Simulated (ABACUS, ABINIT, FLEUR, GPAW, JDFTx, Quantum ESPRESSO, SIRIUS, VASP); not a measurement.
## One calculation of CoO, 9 ways

```
Co O
1.0
    -1.50800    1.50800    2.10725
     1.50800   -1.50800    2.10725
     1.50800    1.50800   -2.10725
Co O
1 1
Direct
  0.00000 0.00000 0.00000
  0.50000 0.50000 0.00000
```

Alike in all runs: task single point; functional PBE; k mesh 12 × 12 × 12; occupations fermi-dirac, width 0.05 eV; collinear spin, ferromagnetic start; no spin-orbit coupling. Pressure is positive in compression and, in plane waves, holds the error of the finite cutoff.

```
                                     program and potentials  plane-wave cutoff (eV)                                      notes  band gap (eV)  pressure (GPa)  net moment per atom (μB)
   ABACUS, PseudoDojo NC SR 0.4.1 PBE standard, plane waves                    1320  11.5 valence electrons an atom on average         no gap           -0.05                      1.49
SIRIUS, PseudoDojo 0.4.1 PBE standard (scalar relativistic)                    1307  11.5 valence electrons an atom on average         no gap           -0.06                      1.49
                 GPAW, GPAW PAW data sets (gpaw-data 1.2.1)                     800   7.5 valence electrons an atom on average         no gap            0.61                      1.46
                                 FLEUR, all-electron, FLAPW                       -                                          -         no gap               -                      1.46
                      JDFTx, PseudoDojo-SR-PBE-0.5-standard                    1306  11.5 valence electrons an atom on average         no gap           -0.07                      1.49
                          VASP, PBE PAW files Co, O, 520 eV                     520   7.5 valence electrons an atom on average         no gap           -0.55                      1.44
              SIRIUS, all-electron FP-LAPW, apw+lo standard                       -                                          -         no gap               -                      1.44
                  Quantum ESPRESSO, SSSP 1.3 efficiency PBE                     748  11.5 valence electrons an atom on average         no gap            0.02                      1.49
                                   ABINIT, JTH PAW PBE v2.0                     707  11.5 valence electrons an atom on average         no gap           -0.42                      1.46
```

None finds a gap. The pressure spans -0.55 (VASP, PBE PAW files Co, O, 520 eV) to 0.61 GPa (GPAW, GPAW PAW data sets (gpaw-data 1.2.1)). The net moment per atom spans 1.44 (SIRIUS, all-electron FP-LAPW, apw+lo standard) to 1.49 μB (JDFTx, PseudoDojo-SR-PBE-0.5-standard), with all-electron results at 1.44 to 1.46. The state is the one that the start led to, which needn't be the lowest.

The functional is the same throughout but for its coding, so the spread measures potentials, basis and numerics; runs on potential files found faulty are left out.

The moments of 1.44 to 1.49 μB, averaged over Co and O, lie close to the spin-only value for high-spin Co(II), so exchange splitting is well developed even though no run opens a gap. In a near-octahedral oxide field, the majority d shell is essentially full and the minority t2g shell only partly filled. The slight tetragonal distortion lifts the t2g degeneracy only weakly, so these bands probably still cross the Fermi level. Real CoO is an antiferromagnetic insulator. The missing gap most likely reflects the semilocal functional's poor description of on-site Coulomb repulsion and orbital polarization, with the imposed ferromagnetic alignment probably adding to the d bandwidth.

The small pressures of either sign suggest a volume near equilibrium for this metallic state, but don't establish that the tetragonal shape is relaxed. Semicore treatment alone doesn't account for the spread in moment: ABINIT gives 1.46 μB with the same valence count as the runs at 1.49 μB. Agreement among codes therefore supports the numerical reproducibility of the metallic solution, not its physical validity.
